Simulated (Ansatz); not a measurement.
The system is HgTe (Coloradoite).

```
Hg Te
1.0
     0.00000    3.21450    3.21450
     3.21450    0.00000    3.21450
     3.21450    3.21450    0.00000
Hg Te
1 1
Direct
  0.00000 0.00000 0.00000
  0.75000 0.75000 0.75000
```

| Property | Result |
| --- | --- |
| Program | Ansatz 0.2.0 |
| Task | relaxation of cell and atoms |
| Functional | BLYP |
| Dispersion | D4 |
| Potentials or basis | Ansatz PAW |
| Cutoff | 420 eV (not typed: the program's choice for these potentials) |
| k mesh | 7 × 7 × 7 |
| Occupations | fermi-dirac, width 0.05 eV |
| Spin | no spin polarisation |

At the start: volume 33.22 Å³/atom.

Problem. How do energy, volume and symmetry change on relaxing?

Solution. It ends after 5 steps and the volume is 36.05 Å³/atom (+8.5 %); space group F-43m (No. 216, to 0.05 Å).

The path:
```
step  energy change (eV)  largest force (eV/Å)  volume (Å³)
   1              0.0000                0.0000        66.43
   2             -0.0412                0.0000        75.41
   3             -0.0574                0.0000        72.60
   4             -0.0580                0.0000        72.09
   5             -0.0591                0.0000        72.09
```

Final structure:
```
Hg Te
1.0
     0.00000    3.30337    3.30337
     3.30337    0.00000    3.30337
     3.30337    3.30337    0.00000
Hg Te
1 1
Direct
  0.00000 0.00000 0.00000
  0.75000 0.75000 0.75000
```

Caveat: the plane-wave basis is chosen anew once the cell has moved, so the energies of steps on either side of that aren't comparable; pairwise dispersion overbinds metals, which lowers pressure and volume; the PAW data sets come from PBE, with cores solved anew for the run's functional, which leaves a small shift of forces and pressure.
